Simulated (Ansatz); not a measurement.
# Zr (Im-3m) in Ansatz: equation of state

Aim: energy against volume of Zr in PBE, for its equilibrium volume and stiffness.

Everything below comes from runs of Ansatz 0.2.0. Logs are shortened: lines on timing, memory, paths and dates and some standing lists are left out, and cuts for length are marked.

### 1 The crystal as given

The structure is cubic, space group Im-3m (No. 229). The conventional cell has a = 3.620 Å, b = 3.620 Å, c = 3.620 Å, α = 90.00°, β = 90.00°, γ = 90.00°. Zr (site symmetry m-3m) has 8 Zr at 3.14 Å as nearest neighbours.

This isn't the form of Zr at room conditions, which is hcp.

### 2 Single point, PBE, 22.30 Å³/atom (volume scaled by 0.94)

File input.yaml:

```yaml
crystal:
  lattice:
    - [-1.7730508568, 1.7730508568, 1.7730508568]
    - [1.7730508568, -1.7730508568, 1.7730508568]
    - [1.7730508568, 1.7730508568, -1.7730508568]
  atoms:
    - { symbol: Zr, position: [0.0, 0.0, 0.0] }
hamiltonian:
  xc: pbe
  pseudopotentials: { kind: paw }
kpoints:
  mp_grid: { grid: [10, 10, 10] }
scf:
  occupations: { method: fermi_dirac, width: 0.05 }
output:
  forces: true
  stress: true
  eigenvalues: true
```

Potentials or basis: Ansatz PAW.

Launch:

```sh
> ansatz run input.yaml --threads 2 --pin off --max-ram 5632MiB --backend cpu --events-out ev --progress --plain --runs-dir out
```

The program printed:

```text
Warning: RAYON_NUM_THREADS=2 ignored (pool sized by the plan → 2); use --threads N
Engine: ansatz 0.2.0, x86_64-unknown-linux-gnu
Pseudopotentials: kind: paw
Pseudopotential: Zr, paw, valence charge 12, recommended cutoff 420 eV (normal), Zr.paw.azcp
Functional definition: PBE
  parameter kappa = 0.804
  parameter beta = 0.06672455060314922
  exchange = pbe_x(kappa = kappa, mu = beta*pi^2/3)
  correlation = pbe_c(beta = beta)
Crystal: 1 atoms, lattice volume = 22.296 Å³
Basis set: ecut = 420 eV, 429 PW (Γ), exchange–correlation on 48×48×48 points (8 copies of the dense FFT grid, shifted against one another)
Bands: 10, of which v1, the nominal top of the filled ones, is band 6 counted from 1 (5 counted from 0)
Symmetry: 48 space group operations
Space group: Im-3m (ITA 229), of the structure as read, at distance tolerance 2.8e-5 Å
k-points: 47 of 1000
Non-local potential: Zr, projectors of the file, l = 0: 3, l = 1: 2, l = 2: 2, l = 3: 2
PAW form: soft (Blöchl's): semilocal exchange-correlation on the pseudo side does not see the compensation charge
PAW one-centre angular grid: Zr, 590 points (default); XC on 64 Gauss nodes
Initial density: superposition of atomic densities (neutral atoms: chi_scale 0, normalization atom), corrected by the library's trained network
Initial wavefunctions: pseudopotential atomic-orbital guess
Functional: x = pbe(κ = 0.804, μ = 0.2195149727645171), c = pbe(β = 0.06672455060314922)
SCF iter   1: F=—  HF=-4183.761852 eV  |F-HF|=—  |Δ(HF+E_count)|=         —  Δρ=2.91e-3  dr2=1.51e-3  ethr=1.77e-3  ⟨swp⟩=5.1  Hψ=2642  notcnv=0
preconditioner: auto → none  [metal: Δε(μ)=0.049 eV  Ē_g=5.123 eV  σ=0.050 eV  W_gap=0.23  n_scr=0 (ndim 8)  ℏωp=15.7 eV  f_vac=0.000  D(μ)=1.67/eV (n_scr^D=18)]
SCF iter   2: F=—  HF=-4183.761227 eV  |F-HF|=—  |Δ(HF+E_count)|=   6.25e-4  Δρ=1.16e-3  dr2=1.72e-4  ethr=1.26e-5  ⟨swp⟩=1.1  Hψ=865  notcnv=0
SCF iter   3: F=—  HF=-4183.761244 eV  |F-HF|=—  |Δ(HF+E_count)|=   1.72e-5  Δρ=2.30e-4  dr2=6.63e-6  ethr=1.43e-6  ⟨swp⟩=1.1  Hψ=484  notcnv=0
SCF iter   4: F=—  HF=-4183.761244 eV  |F-HF|=—  |Δ(HF+E_count)|=   3.16e-7  Δρ=2.65e-5  dr2=4.94e-8  ethr=5.53e-8  ⟨swp⟩=2.0  Hψ=559  notcnv=0
iter 5 did not close the SCF: its close was put off for the readings that it lacked (scf_convergence_deferred on its scf_iter line)
SCF iter   5: F=-4183.761245 eV  HF=-4183.761245 eV  |F-HF|=7.81e-10  |Δ(HF+E_count)|=   6.31e-8  Δρ=3.66e-6  dr2=1.47e-9  ethr=4.12e-10  ⟨swp⟩=2.3  Hψ=761  notcnv=0
SCF iter   6: F=-4183.761245 eV  HF=-4183.761245 eV  |F-HF|=4.55e-12  |Δ(HF+E_count)|=  4.79e-10  Δρ=4.43e-7  dr2=1.89e-11  ethr=1.22e-11  ⟨swp⟩=1.6  Hψ=1432  notcnv=0
SCF 1 converged in 6 iterations: F = -4183.761245 eV  dr2 = 1.89e-11
SCF converged after 6 iterations
Free energy (F): -4183.761245 eV
Harris-Foulkes:  -4183.761245 eV  (|F-HF|=4.55e-12)
Internal energy: -4183.747320 eV  (E = F + TS)
E sigma→0 (E₀):  -4183.754282 eV
Entropy (-TS):   -0.013925 eV (-13.925 meV/atom)
Fermi energy:    14.468476 eV
--- Per-component energies (eV) ---
  E_band       = -87.080710
  E_kinetic    = 333.990394
  E_local      = -607.195503  (includes V_loc(G=0)·N_el)
  E_nonlocal   = 81.113527
  E_hartree    = 188.498847
  E_xc         = -161.813864
  E_vxc        = -191.173103  (∫ρ·V_xc dr)
  E_paw        = -2954.337328  (= ΣΔE_a)
  E_vpaw       = -80.813726  (= ΣTr[D̂ρ^β])
  E_aug_tail   = 0.000025  (compensation charges beyond the density's cutoff)
  E_ewald      = -1064.003419
  E_smearing   = -0.013925  (= −TS)
  E_closure    = 0.000000  (closes the sum)
  Σ components = -4183.761245   (vs F -4183.761245, Δ=0.00e0)
--- Forces (eV/Å), atoms counted from 1 ---
  atom   1  Zr    -0.00000000     0.00000000     0.00000000
  max |Σ_I F_I| component: 6.57e-32 eV/Å
--- Stress (GPa, compression-positive) ---
        1.705112       0.000000      -0.000000
       -0.000000       1.705112      -0.000000
        0.000000      -0.000000       1.705112
  P = ⅓ Tr σ = 1.7051 GPa (17.051 kbar)
--- Band table (eV; the first three rows and the last of 47) ---
  k-point 0: bands = ["-33.9508", "-11.4059", "-11.4059", "-11.4059", "9.0048", "15.5802", "15.5802", "15.5802", "18.1685", "18.1685"]
  k-point 1: bands = ["-33.9338", "-11.5197", "-11.4404", "-11.4069", "9.3572", "15.3463", "15.4866", "15.9262", "17.8413", "18.1669"]
  k-point 2: bands = ["-33.8889", "-11.8087", "-11.5293", "-11.4094", "10.2729", "14.8052", "15.0777", "16.9262", "17.6098", "18.2211"]
  k-point 46: bands = ["-33.6417", "-12.1629", "-12.1629", "-12.1629", "11.7163", "11.7163", "20.3545", "20.3545", "20.3545", "22.1624"]
```

It took 1.7 s on 2 threads of AMD EPYC (Zen 3), shared host; peak memory 0.3 GiB.

What came out:

* Free energy: -4183.7612 eV
* Pressure: 1.7 GPa
* Band gap on the k mesh: none (metal or under the smearing width)

### 3 Single point, PBE, 22.77 Å³/atom (volume scaled by 0.96)

File input.yaml:

```yaml
crystal:
  lattice:
    - [-1.7855375418, 1.7855375418, 1.7855375418]
    - [1.7855375418, -1.7855375418, 1.7855375418]
    - [1.7855375418, 1.7855375418, -1.7855375418]
  atoms:
    - { symbol: Zr, position: [0.0, 0.0, 0.0] }
hamiltonian:
  xc: pbe
  pseudopotentials: { kind: paw }
kpoints:
  mp_grid: { grid: [10, 10, 10] }
scf:
  occupations: { method: fermi_dirac, width: 0.05 }
output:
  forces: true
  stress: true
  eigenvalues: true
  write_density: true
  write_potential: true
  elf: true
  volumetric_format: npy
```

Potentials or basis: Ansatz PAW.

Launch:

```sh
> ansatz run input.yaml --threads 2 --pin off --max-ram 5632MiB --backend cpu --events-out ev --progress --plain --runs-dir out
```

Wall time 2 s (2 threads of AMD EPYC (Zen 3), shared host); peak memory 0.3 GiB.

The run converged. Its results:

- Free energy: -4183.7635 eV
- Pressure: -0.2 GPa
- Band gap on the k mesh: none (metal or under the smearing width)

### 4 Single point, PBE, 23.24 Å³/atom (volume scaled by 0.98)

input.yaml: that of step 3 with these lines changed.

```diff
@@ -2,5 +2,5 @@
   lattice:
-    - [-1.7855375418, 1.7855375418, 1.7855375418]
-    - [1.7855375418, -1.7855375418, 1.7855375418]
-    - [1.7855375418, 1.7855375418, -1.7855375418]
+    - [-1.797851983, 1.797851983, 1.797851983]
+    - [1.797851983, -1.797851983, 1.797851983]
+    - [1.797851983, 1.797851983, -1.797851983]
   atoms:
```

Potentials or basis: Ansatz PAW.

Launch:

```sh
> ansatz run input.yaml --threads 2 --pin off --max-ram 5632MiB --backend cpu --events-out ev --progress --plain --runs-dir out
```

The program printed:

```text
Warning: RAYON_NUM_THREADS=2 ignored (pool sized by the plan → 2); use --threads N
Engine: ansatz 0.2.0, x86_64-unknown-linux-gnu
Pseudopotentials: kind: paw
Pseudopotential: Zr, paw, valence charge 12, recommended cutoff 420 eV (normal), Zr.paw.azcp
Functional definition: PBE
  parameter kappa = 0.804
  parameter beta = 0.06672455060314922
  exchange = pbe_x(kappa = kappa, mu = beta*pi^2/3)
  correlation = pbe_c(beta = beta)
Crystal: 1 atoms, lattice volume = 23.245 Å³
Basis set: ecut = 420 eV, 459 PW (Γ), exchange–correlation on 48×48×48 points (8 copies of the dense FFT grid, shifted against one another)
Bands: 10, of which v1, the nominal top of the filled ones, is band 6 counted from 1 (5 counted from 0)
Symmetry: 48 space group operations
Space group: Im-3m (ITA 229), of the structure as read, at distance tolerance 2.9e-5 Å
k-points: 47 of 1000
Non-local potential: Zr, projectors of the file, l = 0: 3, l = 1: 2, l = 2: 2, l = 3: 2
PAW form: soft (Blöchl's): semilocal exchange-correlation on the pseudo side does not see the compensation charge
PAW one-centre angular grid: Zr, 590 points (default); XC on 64 Gauss nodes
Initial density: superposition of atomic densities (neutral atoms: chi_scale 0, normalization atom), corrected by the library's trained network
Initial wavefunctions: pseudopotential atomic-orbital guess
Functional: x = pbe(κ = 0.804, μ = 0.2195149727645171), c = pbe(β = 0.06672455060314922)
SCF iter   1: F=—  HF=-4183.761185 eV  |F-HF|=—  |Δ(HF+E_count)|=         —  Δρ=2.82e-3  dr2=1.56e-3  ethr=1.77e-3  ⟨swp⟩=5.1  Hψ=2643  notcnv=0
preconditioner: auto → none  [metal: Δε(μ)=0.075 eV  Ē_g=4.914 eV  σ=0.050 eV  W_gap=0.36  n_scr=0 (ndim 8)  ℏωp=15.4 eV  f_vac=0.000  D(μ)=1.87/eV (n_scr^D=18)]
SCF iter   2: F=—  HF=-4183.760446 eV  |F-HF|=—  |Δ(HF+E_count)|=   7.39e-4  Δρ=1.06e-3  dr2=1.46e-4  ethr=1.30e-5  ⟨swp⟩=1.3  Hψ=878  notcnv=0
SCF iter   3: F=—  HF=-4183.760462 eV  |F-HF|=—  |Δ(HF+E_count)|=   1.66e-5  Δρ=2.61e-4  dr2=8.78e-6  ethr=1.22e-6  ⟨swp⟩=1.0  Hψ=470  notcnv=0
SCF iter   4: F=—  HF=-4183.760465 eV  |F-HF|=—  |Δ(HF+E_count)|=   2.43e-6  Δρ=2.42e-5  dr2=4.89e-8  ethr=7.32e-8  ⟨swp⟩=1.9  Hψ=542  notcnv=0
iter 5 did not close the SCF: its close was put off for the readings that it lacked (scf_convergence_deferred on its scf_iter line)
SCF iter   5: F=-4183.760465 eV  HF=-4183.760465 eV  |F-HF|=4.53e-10  |Δ(HF+E_count)|=   5.74e-8  Δρ=3.52e-6  dr2=1.23e-9  ethr=4.07e-10  ⟨swp⟩=2.1  Hψ=752  notcnv=0
SCF iter   6: F=-4183.760465 eV  HF=-4183.760465 eV  |F-HF|=7.28e-12  |Δ(HF+E_count)|=  3.04e-10  Δρ=4.23e-7  dr2=1.91e-11  ethr=1.03e-11  ⟨swp⟩=4.0  Hψ=2132  notcnv=0
SCF 1 converged in 6 iterations: F = -4183.760465 eV  dr2 = 1.91e-11
SCF converged after 6 iterations
Free energy (F): -4183.760465 eV
Harris-Foulkes:  -4183.760465 eV  (|F-HF|=7.28e-12)
Internal energy: -4183.744684 eV  (E = F + TS)
E sigma→0 (E₀):  -4183.752575 eV
Entropy (-TS):   -0.015781 eV (-15.781 meV/atom)
Fermi energy:    13.792456 eV
--- Per-component energies (eV) ---
  E_band       = -95.852962
  E_kinetic    = 332.787916
  E_local      = -626.729738  (includes V_loc(G=0)·N_el)
  E_nonlocal   = 80.918710
  E_hartree    = 194.216555
  E_xc         = -161.374769
  E_vxc        = -190.572385  (∫ρ·V_xc dr)
  E_paw        = -2954.237748  (= ΣΔE_a)
  E_vpaw       = -80.690552  (= ΣTr[D̂ρ^β])
  E_aug_tail   = 0.000025  (compensation charges beyond the density's cutoff)
  E_ewald      = -1049.325635
  E_smearing   = -0.015781  (= −TS)
  E_closure    = -0.000000  (closes the sum)
  Σ components = -4183.760465   (vs F -4183.760465, Δ=0.00e0)
--- Forces (eV/Å), atoms counted from 1 ---
  atom   1  Zr    -0.00000000    -0.00000000     0.00000000
  max |Σ_I F_I| component: 7.60e-32 eV/Å
--- Stress (GPa, compression-positive) ---
       -1.841822      -0.000000      -0.000000
        0.000000      -1.841822       0.000000
        0.000000       0.000000      -1.841822
  P = ⅓ Tr σ = -1.8418 GPa (-18.418 kbar)
--- Band table (eV; the first three rows and the last of 47) ---
  k-point 0: bands = ["-34.7200", "-12.2377", "-12.2377", "-12.2377", "8.3839", "14.8747", "14.8747", "14.8747", "17.3491", "17.3491"]
  k-point 1: bands = ["-34.7056", "-12.3368", "-12.2680", "-12.2384", "8.7201", "14.6547", "14.7869", "15.2029", "17.0450", "17.3492"]
  k-point 2: bands = ["-34.6678", "-12.5891", "-12.3464", "-12.2403", "9.6039", "14.1431", "14.3957", "16.1511", "16.8201", "17.4024"]
  k-point 46: bands = ["-34.4589", "-12.9052", "-12.9052", "-12.9052", "11.2108", "11.2108", "19.3948", "19.3948", "19.3948", "21.1578"]
```

rho_z.tsv:

```text
# z_ang	rho[e/angstrom^3]
# format = ansatz-planar-average/11
# lattice	-1.797851983	1.797851983	1.797851983
# lattice	1.797851983	-1.797851983	1.797851983
# lattice	1.797851983	1.797851983	-1.797851983
# sites	1
# site	40	0.000000000	0.000000000	0.000000000
0.000000	9.449511e-1
0.129749	9.344266e-1
0.259498	8.978701e-1
0.389246	8.264577e-1
0.518995	7.194575e-1
0.648744	5.901408e-1
0.778493	4.606186e-1
0.908242	3.507788e-1
1.037990	2.705125e-1
1.167739	2.192964e-1
1.297488	1.904575e-1
1.427237	1.763953e-1
1.556985	1.722078e-1
1.686734	1.763953e-1
1.816483	1.904575e-1
1.946232	2.192964e-1
2.075981	2.705125e-1
2.205729	3.507788e-1
2.335478	4.606186e-1
2.465227	5.901408e-1
2.594976	7.194575e-1
2.724725	8.264577e-1
2.854473	8.978701e-1
2.984222	9.344266e-1
```

It took 2.4 s on 2 threads of AMD EPYC (Zen 3), shared host; peak memory 0.3 GiB.

Results:

* Free energy: -4183.7605 eV
* Pressure: -1.8 GPa
* Band gap on the k mesh: none (metal or under the smearing width)

### 5 Single point, PBE, 23.72 Å³/atom

File input.yaml:

```yaml
crystal:
  lattice:
    - [-1.81, 1.81, 1.81]
    - [1.81, -1.81, 1.81]
    - [1.81, 1.81, -1.81]
  atoms:
    - { symbol: Zr, position: [0.0, 0.0, 0.0] }
hamiltonian:
  xc: pbe
  pseudopotentials: { kind: paw }
kpoints:
  mp_grid: { grid: [10, 10, 10] }
scf:
  occupations: { method: fermi_dirac, width: 0.05 }
output:
  forces: true
  stress: true
  eigenvalues: true
```

Launch:

```sh
> ansatz run input.yaml --threads 2 --pin off --max-ram 5632MiB --backend cpu --events-out ev --progress --plain --runs-dir out
```

Wall time 2.1 s (2 threads of AMD EPYC (Zen 3), shared host); peak memory 0.3 GiB.

It converged, with:

```yaml
Free_energy: -4183.7527 eV
Pressure: -3.4 GPa
Band_gap_on_the_k_mesh: none (metal or under the smearing width)
```

### 6 Single point, PBE, 24.19 Å³/atom (volume scaled by 1.02)

input.yaml: that of step 5 with these lines changed.

```diff
@@ -2,5 +2,5 @@
   lattice:
-    - [-1.81, 1.81, 1.81]
-    - [1.81, -1.81, 1.81]
-    - [1.81, 1.81, -1.81]
+    - [-1.8219871043, 1.8219871043, 1.8219871043]
+    - [1.8219871043, -1.8219871043, 1.8219871043]
+    - [1.8219871043, 1.8219871043, -1.8219871043]
   atoms:
```

Potentials or basis: Ansatz PAW.

Launch:

```sh
> ansatz run input.yaml --threads 2 --pin off --max-ram 5632MiB --backend cpu --events-out ev --progress --plain --runs-dir out
```

Run time: 2 s. Hardware: 2 threads of AMD EPYC (Zen 3), shared host; peak memory 0.3 GiB.

The run converged. Its results:

```
Free energy            : -4183.7406 eV
Pressure               : -4.8 GPa
Band gap on the k mesh : none (metal or under the smearing width)
```

### 7 Single point, PBE, 24.67 Å³/atom (volume scaled by 1.04)

File input.yaml:

```yaml
crystal:
  lattice:
    - [-1.8338185209, 1.8338185209, 1.8338185209]
    - [1.8338185209, -1.8338185209, 1.8338185209]
    - [1.8338185209, 1.8338185209, -1.8338185209]
  atoms:
    - { symbol: Zr, position: [0.0, 0.0, 0.0] }
hamiltonian:
  xc: pbe
  pseudopotentials: { kind: paw }
kpoints:
  mp_grid: { grid: [10, 10, 10] }
scf:
  occupations: { method: fermi_dirac, width: 0.05 }
output:
  forces: true
  stress: true
  eigenvalues: true
  write_density: true
  write_potential: true
  elf: true
  volumetric_format: npy
```

Launch:

```sh
> ansatz run input.yaml --threads 2 --pin off --max-ram 5632MiB --backend cpu --events-out ev --progress --plain --runs-dir out
```

Run time: 3.4 s. Hardware: 2 threads of AMD EPYC (Zen 3), shared host; peak memory 0.3 GiB.

It converged, with:

```yaml
Free_energy: -4183.7244 eV
Pressure: -6.1 GPa
Band_gap_on_the_k_mesh: none (metal or under the smearing width)
```

### 8 Single point, PBE, 25.14 Å³/atom (volume scaled by 1.06)

File input.yaml:

```yaml
crystal:
  lattice:
    - [-1.8454992086, 1.8454992086, 1.8454992086]
    - [1.8454992086, -1.8454992086, 1.8454992086]
    - [1.8454992086, 1.8454992086, -1.8454992086]
  atoms:
    - { symbol: Zr, position: [0.0, 0.0, 0.0] }
hamiltonian:
  xc: pbe
  pseudopotentials: { kind: paw }
kpoints:
  mp_grid: { grid: [10, 10, 10] }
scf:
  occupations: { method: fermi_dirac, width: 0.05 }
output:
  forces: true
  stress: true
  eigenvalues: true
```

Launch:

```sh
> ansatz run input.yaml --threads 2 --pin off --max-ram 5632MiB --backend cpu --events-out ev --progress --plain --runs-dir out
```

It took 2.5 s on 2 threads of AMD EPYC (Zen 3), shared host; peak memory 0.3 GiB.

The run converged. Its results:

```
Free energy            : -4183.7045 eV
Pressure               : -7.3 GPa
Band gap on the k mesh : none (metal or under the smearing width)
```

### 9 Equation of state, PBE

Potentials or basis: Ansatz PAW.

No new run: the results of the series are fitted here.

What came out:

```
Equilibrium volume                      : 22.73 Å³/atom
Bulk modulus                            : 84 GPa
Pressure derivative of the bulk modulus : 2.9
```

Energy against volume, from the lowest point:
| volume (Å³/atom) | energy (meV/atom) |
| --- | --- |
| 22.296 | 2.23 |
| 22.770 | 0.00 |
| 23.245 | 3.01 |
| 23.719 | 10.76 |
| 24.193 | 22.88 |
| 24.668 | 39.04 |
| 25.142 | 58.97 |
